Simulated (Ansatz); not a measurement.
## Ag: generalised stacking fault

These are results of DFT PBE, scalar-relativistic, plane waves, PAW (Ansatz), not measurements. Settings: plane waves to 420 eV, k-mesh 18×18×4 (Γ-centred), Gaussian smearing 0.15 eV. No spin polarisation. Energies are free energies at this smearing, counted from the undisturbed cell; pressure is positive in compression.

Zero of the scan (as given, not relaxed at this level; it stands at 4.7 GPa):

```xyz
6
Lattice="2.0431 -2.0431 0.0000 2.0431 0.0000 -2.0431 8.1724 8.1724 8.1724" Properties=species:S:1:pos:R:3 pbc="T T T"
Ag    3.4050   -0.6812   -0.6812
Ag    7.4912    7.4912    7.4912
Ag    3.4050    1.3619    1.3619
Ag    7.4912    3.4050    3.4050
Ag    3.4050    3.4050    3.4050
Ag    7.4912    5.4481    5.4481
```

The cut lies on the cell's a–b face, a (1 1 1) plane (indices in the standard cell, whose axes needn't be the Cartesian ones shown) of area 7.23 Å², between layers 2.36 Å apart. Vector c is tilted by f times 1·a + 0·b (length 2.889 Å) with the atoms' Cartesian places fixed: one unrelaxed fault a cell. The cell is metallic on the mesh throughout.

**Question.** Over the sampled range (0.0000 to 0.5000), is the undisturbed cell the lowest point?

**Answer.** Yes, every other sampled point lies higher.

The scan:

```
     f  γ (mJ/m²)
0.0000          0
0.1000         52
0.2000        195
0.3000        383
0.4000        547
0.5000        611
```

Cost: 6 runs of about 18 core-minutes in all, on Intel Xeon Platinum 8175M (Skylake/Cascade Lake) (shared hosts).